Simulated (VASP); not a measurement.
# Co (P-3m1) in VASP: further runs

Runs on Co. Level: LDA. Tasks: single point.

Everything below comes from runs of VASP 6.6.1. Logs are shortened: lines on timing, memory, paths and dates and some standing lists are left out, and cuts for length are marked.

### Step 1. The structure

It takes space group P-3m1 (No. 164, trigonal). Conventional cell: a = 2.487 Å, b = 2.487 Å, c = 4.063 Å, α = 90.00°, β = 90.00°, γ = 120.00°. Co (site symmetry 3m) is surrounded by 12 Co at 2.42 to 2.55 Å.

### Step 2. Single point, LDA, collinear spin, ferromagnetic start

INCAR

```
PREC = Accurate
ENCUT = 400
EDIFF = 1E-6
ISMEAR = -1
SIGMA = 0.1
LREAL = False
LASPH = True
NELM = 100
ALGO = Normal
ISIF = 2
LWAVE = False
LCHARG = False
ISPIN = 2
MAGMOM = 2 2
LORBIT = 11
LMAXMIX = 4
GGA = CA
NBANDS = 20
ADDGRID = False
```

KPOINTS

```
Automatic mesh
0
Gamma
  11 11 6
```

POSCAR

```
Co
1.0
    2.4873648738      0.0000000000      0.0000000000
   -1.2436824369      2.1541211692      0.0000000000
    0.0000000000      0.0000000000      4.0632895034
Co
2
Direct
    0.3333333333      0.6666666667      0.7401390000
    0.6666666667      0.3333333333      0.2598610000
```

Potentials or basis: VASP PAW LDA potentials, release 64 (Co).

On the command line:

```console
$ cat potpaw_LDA.64/Co/POTCAR > POTCAR
$ mpirun -np 1 vasp_std > vasp.out
```

OUTCAR:

```text
PREC = Accurate
   ENCUT = 400
   EDIFF = 1E-6
   ISMEAR = -1
   LREAL = False
   LASPH = True
   NELM = 100
   ISIF = 2
   ISPIN = 2
   LORBIT = 11
   GGA = CA

 Found     84 irreducible k-points:

 Following reciprocal coordinates:
            Coordinates               Weight
  0.000000  0.000000  0.000000      1.000000
  0.090909 -0.000000  0.000000      6.000000
  0.181818 -0.000000  0.000000      6.000000
  0.272727 -0.000000  0.000000      6.000000
  0.363636 -0.000000  0.000000      6.000000
  0.454545 -0.000000  0.000000      6.000000
   k-points           NKPTS =     84   k-points in BZ     NKDIM =     84   number of bands    NBANDS=     20
   number of dos      NEDOS =    301   number of ions     NIONS =      2
   total plane-waves  NPLWV =   7168
   dimension x,y,z NGX =    16 NGY =   16 NGZ =   28
   dimension x,y,z NGXF=    32 NGYF=   32 NGZF=   56
   ions per type =               2
   NGX,Y,Z   is equivalent  to a cutoff of  10.69, 10.69, 11.46 a.u.
   NGXF,Y,Z  is equivalent  to a cutoff of  21.39, 21.39, 22.91 a.u.
 SYSTEM =  unknown system
   PREC   = accura    normal or accurate (medium, high low for compatibility)
   ISTART =      0    job   : 0-new  1-cont  2-samecut
   ICHARG =      2    charge: 1-file 2-atom 10-const
   ISPIN  =      2    spin polarized calculation?
   LNONCOLLINEAR =      F non collinear calculations
   LSORBIT =      F    spin-orbit coupling
   LASPH  =      T    aspherical Exc in radial PAW
   ENCUT  =  400.0 eV  29.40 Ry    5.42 a.u.   4.06  4.06  6.63*2*pi/ulx,y,z
   NELM   =    100;   NELMIN=  2; NELMDL= -5     # of ELM steps
   EDIFF  = 0.1E-05   stopping-criterion for ELM
   LREAL  =      F    real-space projection
   EDIFFG = 0.1E-04   stopping-criterion for IOM
   NSW    =      0    number of steps for IOM
   IBRION =     -1    ionic relax: 0-MD 1-quasi-New 2-CG
   NFREE  =      0    steps in history (QN), initial steepest desc. (CG)
   ISIF   =      2    stress and relaxation
   ISYM   =      2    0-nonsym 1-usesym 2-fastsym
   POTIM  = 0.5000    time-step for ionic-motion
   TEBEG  =    0.0;   TEEND  =   0.0 temperature during run
   PSTRESS=    0.0 pullay stress
   NELECT =      18.0000    total number of electrons
   NUPDOWN=      -1.0000    fix difference up-down
   EMIN   =  10.00;   EMAX   =-10.00  energy-range for DOS
   EFERMI =   0.00;   METHOD = LEGACY
   ISMEAR =    -1;   SIGMA  =   0.10  broadening in eV -4-tet -1-fermi 0-gaus
   EFERMI_NEDOS =   21; number of points for ismear=-14 and -15
   IALGO  =     38    algorithm
   IMIX   =      4    mixing-type and parameters
     AMIX     =   0.40;   BMIX     =  1.00
     AMIX_MAG =   1.60;   BMIX_MAG =  1.00
  volume/ion in A,a.u.               =      10.89        73.46
  Fermi-wavevector in a.u.,A,eV,Ry     =   1.536514  2.903591 32.121660  2.360875
  Thomas-Fermi vector in A             =   2.643152
   LORBIT       =     11    0 simple, 1 ext, 2 COOP (PROOUT), +10 PAW based schemes
   GGA     = CA    functional components
   LHFCALC =     F    Hartree Fock is set to
   AEXX    =    0.0000 exact exchange contribution
   IVDW    =     0    specifies the selected vdW correction
   LEPSILON=     F    determine dielectric tensor
   LRPA    =     F    only Hartree local field effects (RPA)
 spin polarized calculation
  energy-cutoff  :      400.00
  volume of cell :       21.77
 maximum number of plane-waves:       407
   NGX =  9   NGY =  9   NGZ = 13

 number of electron      18.0000000 magnetization       3.0750145

 Free energy of the ion-electron system (eV)
  ---------------------------------------------------
  ext. energy  EPLUGINS =         0.00000000
  ---------------------------------------------------
  free energy    TOTEN  =       -16.15255576 eV

  energy without entropy =      -16.09186486  energy(sigma->0) =      -16.12221031

 E-fermi :   9.8663     XC(G=0): -13.7145

 val. band max:        9.8473186316   @ k =   0.4545   0.0909   0.3333
 cond. band min:       9.8706903501   @ k =   0.2727  -0.0000   0.3333
 fundamental gap:      0.0233717184
 Fermi energy:         9.8663194048

 spin component 1

 k-point     1 :       0.0000    0.0000    0.0000
  band No.  band energies     occupation
      1       0.9748      1.00000
      2       4.8030      1.00000
      3       7.3621      1.00000
      4       7.4270      1.00000
      5       7.4270      1.00000
      6       7.7180      1.00000
[... 12 lines left out ...]
     19      35.8837      0.00000
     20      35.8837      0.00000

 k-point     2 :       0.0909   -0.0000    0.0000
  band No.  band energies     occupation
      1       1.2651      1.00000
      2       4.9811      1.00000
      3       7.1461      1.00000
      4       7.5632      1.00000
      5       7.5865      1.00000
      6       7.6637      1.00000
[... 12 lines left out ...]
     19      36.8735      0.00000
     20      38.4866      0.00000

 k-point     3 :       0.1818   -0.0000    0.0000
  band No.  band energies     occupation
      1       2.0980      1.00000
      2       5.4014      1.00000
      3       6.8199      1.00000
      4       7.0977      1.00000
      5       7.4686      1.00000
      6       7.8101      1.00000
[... 12 lines left out ...]
     19      35.8875      0.00000
     20      38.2905      0.00000

 k-point     4 :       0.2727   -0.0000    0.0000
  band No.  band energies     occupation
      1       3.3223      1.00000
      2       5.6474      1.00000
      3       6.2844      1.00000
      4       6.7792      1.00000
      5       7.3992      1.00000
      6       7.6063      1.00000
[... 12 lines left out ...]
     19      34.1291      0.00000
     20      37.5482      0.00000

 k-point     5 :       0.3636   -0.0000    0.0000
  band No.  band energies     occupation
      1       4.5194      1.00000
      2       5.4919      1.00000
      3       5.8062      1.00000
      4       6.9721      1.00000
      5       7.4196      1.00000
      6       7.5920      1.00000
[... 12 lines left out ...]
     19      33.0283      0.00000
     20      35.7809      0.00000

 k-point     6 :       0.4545   -0.0000    0.0000
  band No.  band energies     occupation
      1       5.1072      1.00000
      2       5.2960      1.00000
      3       5.5649      1.00000
      4       7.3138      1.00000
      5       7.3931      1.00000
      6       7.4996      1.00000
[... 12 lines left out ...]
     19      32.4458      0.00000
     20      34.8304      0.00000

 [... further k-points ...]

 spin component 2

 k-point     1 :       0.0000    0.0000    0.0000
  band No.  band energies     occupation
      1       1.1449      1.00000
      2       5.6806      1.00000
      3       8.7503      0.99999
      4       8.8384      0.99997
      5       8.8384      0.99997
      6       9.1586      0.99916
[... 12 lines left out ...]
     19      36.2958      0.00000
     20      36.2958      0.00000

 k-point     2 :       0.0909   -0.0000    0.0000
  band No.  band energies     occupation
      1       1.4364      1.00000
      2       5.8785      1.00000
      3       8.5006      1.00000
      4       8.9822      0.99986
      5       8.9861      0.99985
      6       9.0237      0.99978
[... 12 lines left out ...]
     19      36.9993      0.00000
     20      38.8896      0.00000

 k-point     3 :       0.1818   -0.0000    0.0000
  band No.  band energies     occupation
      1       2.2781      1.00000
      2       6.3643      1.00000
      3       7.9971      1.00000
      4       8.2333      1.00000
      5       8.8386      0.99997
      6       9.2769      0.99725
[... 12 lines left out ...]
     19      36.2700      0.00000
     20      38.5696      0.00000

 k-point     4 :       0.2727   -0.0000    0.0000
  band No.  band energies     occupation
      1       3.5489      1.00000
      2       6.7273      1.00000
      3       7.3343      1.00000
      4       7.9401      1.00000
      5       8.7251      0.99999
      6       9.0556      0.99970
[... 12 lines left out ...]
     19      34.2492      0.00000
     20      37.9733      0.00000

 k-point     5 :       0.3636   -0.0000    0.0000
  band No.  band energies     occupation
      1       4.9444      1.00000
      2       6.6136      1.00000
      3       6.8799      1.00000
      4       7.9341      1.00000
      5       8.8485      0.99996
      6       8.8941      0.99994
[... 12 lines left out ...]
     19      33.1730      0.00000
     20      36.1642      0.00000

 k-point     6 :       0.4545   -0.0000    0.0000
  band No.  band energies     occupation
      1       5.8922      1.00000
      2       6.3667      1.00000
      3       6.6553      1.00000
      4       8.1294      1.00000
      5       8.7311      0.99999
      6       8.8049      0.99998
[... 12 lines left out ...]
     19      32.6988      0.00000
     20      35.1848      0.00000

 [... further k-points ...]

------------------------ aborting loop because EDIFF is reached ----------------------------------------

  FORCE on cell =-STRESS in cart. coord.  units (eV):
  Direction    XX          YY          ZZ          XY          YZ          ZX
  --------------------------------------------------------------------------------------
  -------------------------------------------------------------------------------------
  Total       -2.5042487     -2.5042487     -2.7895660      0.0000000      0.0000000      0.0000000
  in kB     -184.2895223   -184.2895223   -205.2862359      0.0000000      0.0000000      0.0000000
  external PRESSURE =    -191.2884268 kB  Pullay stress =       0.0000000 kB

 VOLUME and BASIS-vectors are now :
 -----------------------------------------------------------------------------
  energy-cutoff  :      400.00
  volume of cell :       21.77
      direct lattice vectors                 reciprocal lattice vectors
     2.487364874  0.000000000  0.000000000     0.402031889  0.232113220  0.000000000
    -1.243682437  2.154121169  0.000000000     0.000000000  0.464226439  0.000000000
     0.000000000  0.000000000  4.063289503     0.000000000  0.000000000  0.246106018

 POSITION                                       TOTAL-FORCE (eV/Angst)
 -----------------------------------------------------------------------------------
     -0.00000      1.43608      3.00740        -0.000000     -0.000000      0.425331
      1.24368      0.71804      1.05589         0.000000      0.000000     -0.425331
 -----------------------------------------------------------------------------------
    total drift:                               -0.000000      0.000000      0.000000

  FREE ENERGIE OF THE ION-ELECTRON SYSTEM (eV)
  ---------------------------------------------------
  free  energy   TOTEN  =       -16.1525557616 eV

  energy  without entropy=      -16.0918648567  energy(sigma->0) =      -16.12221031

 total charge

# of ion       s       p       d       tot
------------------------------------------
    1        0.488   0.514   7.278   8.280
    2        0.488   0.514   7.278   8.280
--------------------------------------------------
tot          0.977   1.028  14.556  16.561

 magnetization (x)

# of ion       s       p       d       tot
------------------------------------------
    1       -0.013  -0.040   1.596   1.542
    2       -0.013  -0.040   1.596   1.542
--------------------------------------------------
tot         -0.027  -0.080   3.191   3.084
```

Run time: 15 s. Hardware: 1 thread of Intel Xeon 6975P-C (Granite Rapids), shared host; peak memory 0.14 GiB.

The run converged, but some of its settings lie outside the range that counts as converged, so its numbers aren't taken as properties of the crystal.

What came out:

```yaml
Free_energy: -16.1526 eV
Pressure: -19.1 GPa
Largest_force: 0.425 eV/Å
Band_gap_on_the_k_mesh: none (metal or under the smearing width)
Net_moment: 3.08 μB per cell
Site_moments: Co +1.54 μB
Valence_electrons_inside_the_program's_atomic_spheres: Co 8.28
```

### Step 3. Single point, LDA, collinear spin, ferromagnetic start

INCAR is that of step 2.

KPOINTS is that of step 2.

POSCAR

```
Co
1.0
    2.4873648738      0.0000000000      0.0000000000
   -1.2436824369      2.1541211692      0.0000000000
    0.0000000000      0.0000000000      4.0632895034
Co
2
Direct
    0.3275520000      0.6759820000      0.7288160000
    0.6891290000      0.3188900000      0.2643300000
```

Potentials or basis: VASP PAW LDA potentials, release 64 (Co).

On the command line:

```console
$ cat potpaw_LDA.64/Co/POTCAR > POTCAR
$ mpirun -np 1 vasp_std > vasp.out
```

Wall time 59 s (1 thread of Intel Xeon 6975P-C (Granite Rapids), shared host); peak memory 0.24 GiB.

The run converged, but some of its settings lie outside the range that counts as converged, so its numbers aren't taken as properties of the crystal.

What came out:

| Property | Result |
| --- | --- |
| Free energy | -16.0956 eV |
| Pressure | -16.9 GPa |
| Largest force | 0.937 eV/Å |
| Band gap on the k mesh | none (metal or under the smearing width) |
| Net moment | 3.08 μB per cell |
| Site moments | Co +1.54 μB |
| Valence electrons inside the program's atomic spheres | Co 8.30 |

### Step 4. Single point, LDA, collinear spin, ferromagnetic start

Changes to INCAR since step 3:

```diff
@@ -1,3 +1,3 @@
 PREC = Accurate
-ENCUT = 400
+ENCUT = 650
 EDIFF = 1E-6
```

KPOINTS

```
Automatic mesh
0
Gamma
  9 9 5
```

POSCAR

```
Co
1.0
    2.4873648738      0.0000000000      0.0000000000
   -1.2436824369      2.1541211692      0.0000000000
    0.0000000000      0.0000000000      4.0632895034
Co
2
Direct
    0.3333333333      0.6666666667      0.7401390000
    0.6666666667      0.3333333333      0.2598610000
```

Potentials or basis: VASP PAW LDA potentials, release 64 (Co).

On the command line:

```console
$ cat potpaw_LDA.64/Co/POTCAR > POTCAR
$ mpirun -np 1 vasp_std > vasp.out
```

OUTCAR:

```text
PREC = Accurate
   ENCUT = 650
   EDIFF = 1E-6
   ISMEAR = -1
   LREAL = False
   LASPH = True
   NELM = 100
   ISIF = 2
   ISPIN = 2
   LORBIT = 11
   GGA = CA

 Found     50 irreducible k-points:

 Following reciprocal coordinates:
            Coordinates               Weight
  0.000000  0.000000  0.000000      1.000000
  0.111111 -0.000000  0.000000      6.000000
  0.222222  0.000000  0.000000      6.000000
  0.333333 -0.000000  0.000000      6.000000
  0.444444  0.000000  0.000000      6.000000
  0.111111  0.111111  0.000000      6.000000
   k-points           NKPTS =     50   k-points in BZ     NKDIM =     50   number of bands    NBANDS=     20
   number of dos      NEDOS =    301   number of ions     NIONS =      2
   total plane-waves  NPLWV =  20736
   dimension x,y,z NGX =    24 NGY =   24 NGZ =   36
   dimension x,y,z NGXF=    48 NGYF=   48 NGZF=   72
   ions per type =               2
   NGX,Y,Z   is equivalent  to a cutoff of  16.04, 16.04, 14.73 a.u.
   NGXF,Y,Z  is equivalent  to a cutoff of  32.08, 32.08, 29.46 a.u.
 SYSTEM =  unknown system
[... 214 lines left out ...]
      4       8.8196      0.99997
      5       8.8196      0.99997
      6       9.1394      0.99926
[... 127 lines left out ...]
     19      34.7672      0.00000
     20      37.9369      0.00000

 [... further k-points ...]

------------------------ aborting loop because EDIFF is reached ----------------------------------------

  FORCE on cell =-STRESS in cart. coord.  units (eV):
  Direction    XX          YY          ZZ          XY          YZ          ZX
  --------------------------------------------------------------------------------------
  -------------------------------------------------------------------------------------
  Total       -2.5396249     -2.5396249     -2.7205622      0.0000000      0.0000000      0.0000000
  in kB     -186.8928851   -186.8928851   -200.2081975      0.0000000      0.0000000      0.0000000
  external PRESSURE =    -191.3313226 kB  Pullay stress =       0.0000000 kB

 VOLUME and BASIS-vectors are now :
 -----------------------------------------------------------------------------
  energy-cutoff  :      650.00
  volume of cell :       21.77
      direct lattice vectors                 reciprocal lattice vectors
     2.487364874  0.000000000  0.000000000     0.402031889  0.232113220  0.000000000
    -1.243682437  2.154121169  0.000000000     0.000000000  0.464226439  0.000000000
     0.000000000  0.000000000  4.063289503     0.000000000  0.000000000  0.246106018

 POSITION                                       TOTAL-FORCE (eV/Angst)
 -----------------------------------------------------------------------------------
     -0.00000      1.43608      3.00740        -0.000000      0.000000      0.421747
      1.24368      0.71804      1.05589         0.000000     -0.000000     -0.421747
 -----------------------------------------------------------------------------------
    total drift:                                0.000000     -0.000000      0.000000

  FREE ENERGIE OF THE ION-ELECTRON SYSTEM (eV)
  ---------------------------------------------------
  free  energy   TOTEN  =       -16.1496425269 eV

  energy  without entropy=      -16.0851737338  energy(sigma->0) =      -16.11740813

 total charge

# of ion       s       p       d       tot
------------------------------------------
    1        0.487   0.513   7.283   8.283
    2        0.487   0.513   7.283   8.283
--------------------------------------------------
tot          0.975   1.026  14.566  16.567

 magnetization (x)

# of ion       s       p       d       tot
------------------------------------------
    1       -0.014  -0.041   1.568   1.513
    2       -0.014  -0.041   1.568   1.513
--------------------------------------------------
tot         -0.028  -0.082   3.135   3.026
```

OSZICAR:

```text
N       E                     dE             d eps       ncg     rms          rms(c)
DAV:   1     0.956751192339E+02    0.95675E+02   -0.91172E+03  4216   0.141E+03
DAV:   2    -0.130307098577E+02   -0.10871E+03   -0.98282E+02  4032   0.241E+02
DAV:   3    -0.184323461773E+02   -0.54016E+01   -0.51422E+01  4532   0.645E+01
DAV:   4    -0.185146630692E+02   -0.82317E-01   -0.82236E-01  4760   0.701E+00
DAV:   5    -0.185175207705E+02   -0.28577E-02   -0.28575E-02  4740   0.130E+00    0.153E+01
DAV:   6    -0.167021823377E+02    0.18153E+01   -0.82720E+00  4548   0.605E+01    0.790E+00
DAV:   7    -0.161900792931E+02    0.51210E+00   -0.13827E+00  4588   0.228E+01    0.372E+00
DAV:   8    -0.161657276548E+02    0.24352E-01   -0.13104E-02  5828   0.957E-01    0.160E+00
DAV:   9    -0.161513431401E+02    0.14385E-01   -0.15230E-03  6840   0.728E-01    0.438E-01
DAV:  10    -0.161497060401E+02    0.16371E-02   -0.34231E-04  5700   0.216E-01    0.731E-02
DAV:  11    -0.161496529570E+02    0.53083E-04   -0.23040E-05  5544   0.462E-02    0.343E-02
DAV:  12    -0.161496461029E+02    0.68541E-05   -0.23319E-06  4436   0.131E-02    0.196E-02
DAV:  13    -0.161496424574E+02    0.36455E-05   -0.10320E-06  2588   0.133E-02    0.493E-03
DAV:  14    -0.161496425269E+02   -0.69519E-07   -0.45724E-07  2280   0.730E-03
   1 F= -.16149643E+02 E0= -.16117408E+02  d E =-.644688E-01  mag=     3.0153
```

stdout:

```text
POSCAR found type information on POSCAR Co
 POSCAR found :  1 types and       2 ions
 scaLAPACK will be used
 LDA part: xc-table for (Slater(with rela. corr.)+CA(PZ))
 , standard interpolation
 POSCAR, INCAR and KPOINTS ok, starting setup
 FFT: planning ... GRIDC
 FFT: planning ... GRID_SOFT
 FFT: planning ... GRID
 WAVECAR not read
 entering main loop
```

Wall time 20 s (1 thread of Intel Xeon 6975P-C (Granite Rapids), shared host); peak memory 0.17 GiB.

These settings aren't checked as converged: the numbers below hold their error.

Results:

```
Free energy                                           : -16.1496 eV
Pressure                                              : -19.1 GPa
Largest force                                         : 0.422 eV/Å
Band gap on the k mesh                                : none (metal or under the smearing width)
Net moment                                            : 3.02 μB per cell
Site moments                                          : Co +1.51 μB
Valence electrons inside the program's atomic spheres : Co 8.28
```

### Step 5. The reference run

An earlier run on the cell as given: functional PBE; potentials or basis VASP PAW PBE potentials, release 64 (Co); cutoff 520 eV; k mesh 12 × 12 × 7; occupations fermi-dirac, width 0.05 eV; collinear spin, ferromagnetic start; starting moments [2.0, 2.0] μB.

- Pressure: 0.0 GPa
- Largest force: 0.481 eV/Å
- Band gap on the k mesh: none (metal or under the smearing width)
- Net moment: 3.26 μB per cell
- Site moments: Co +1.65 μB
- Valence electrons inside the program's atomic spheres: Co 8.27
